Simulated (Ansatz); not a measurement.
Crystal: Hf.

```xyz
1
Lattice="2.9138 0.0000 0.0000 0.0000 2.9138 0.0000 0.0000 0.0000 2.9138" Properties=species:S:1:pos:R:3 pbc="T T T"
Hf    1.4569    1.4569    1.4569
```

The cell was built by a generator and needn't be a form met in nature.

Program: Ansatz 0.2.0. Alike in all runs: task projected density of states; potentials or basis Ansatz PAW; no spin polarisation; cell as given; k mesh 5 × 5 × 5; smearing fermi-dirac 0.05 eV; the mesh is coarse, so values aren't converged.

**Question.** Order these runs on this cell by their pressure, lowest first.
A. level r2SCAN; cutoff (eV) 500
B. level PBEsol; cutoff (eV) 420
C. level LDA; cutoff (eV) 420

**Answer.** C (-5.5 GPa), B (-2.3 GPa), A (-0.1 GPa).

Caveats: all runs use coarse meshes; the PAW data sets come from PBE, with cores solved anew for the run's functional, which leaves a small shift of forces and pressure; the density of states is complete only up to the lowest level of the last band computed.

Runs at the PBE level aren't shown here.
